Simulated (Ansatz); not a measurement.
**Band structure of PtS₂**

```yaml
crystal:
  lattice:
    - [0.00000, 2.98571, 2.98571]
    - [2.98571, 0.00000, 2.98571]
    - [2.98571, 2.98571, 0.00000]
  atoms:
    - { symbol: Pt, position: [0.00000, 0.00000, 0.00000] }
    - { symbol: S, position: [0.25000, 0.25000, 0.25000] }
    - { symbol: S, position: [0.75000, 0.75000, 0.75000] }
```

Atom numbers follow the list: Pt1, S2, S3.

The structure comes from a relaxation in the same program, started in the fluorite type, and has space group Fm-3m. Whether it is a known phase or the ground state wasn't checked.

Spin–orbit coupling is left out, though it moves levels of the heavy atoms by tenths of an eV or more.

Method: DFT, PBE, all-electron LAPW, scalar-relativistic in Ansatz 0.2.0.

Numerical set-up: a Γ-centred 11×11×11 k mesh, Fermi–Dirac smearing of 0.05 eV, basis error target 1 meV/atom, no spin polarisation.

Points in fractions of the reciprocal vectors of this cell: Γ (0, 0, 0), X (0.5, 0, 0.5), U (0.625, 0.25, 0.625), K (0.375, 0.375, 0.75), L (0.5, 0.5, 0.5), W (0.5, 0.25, 0.75). The path joins them by straight lines in the order Γ–X–U–K–Γ–L–W–X; legs that retrace an earlier one aren't tabulated. Energies are in eV from the Fermi level.

**Question.** List the levels at L between -5 and 3.5 eV.

**Answer.** -3.92 (×4), -3.81, -2.27, 0.41 (×2).

**Question.** List the levels at W between -5 and 3.5 eV.

**Answer.** -4.94, -3.72, -2.99, -1.35 (×2), -0.31, 1.51, 3.28.

**Question.** List the levels at U between -5 and 3.5 eV.

**Answer.** -4.67, -3.57, -3.36, -1.95, -0.96, 0.66, 0.68, 3.02.

**Question.** What is the band gap?

**Answer.** none: bands cross the Fermi level, a metal.
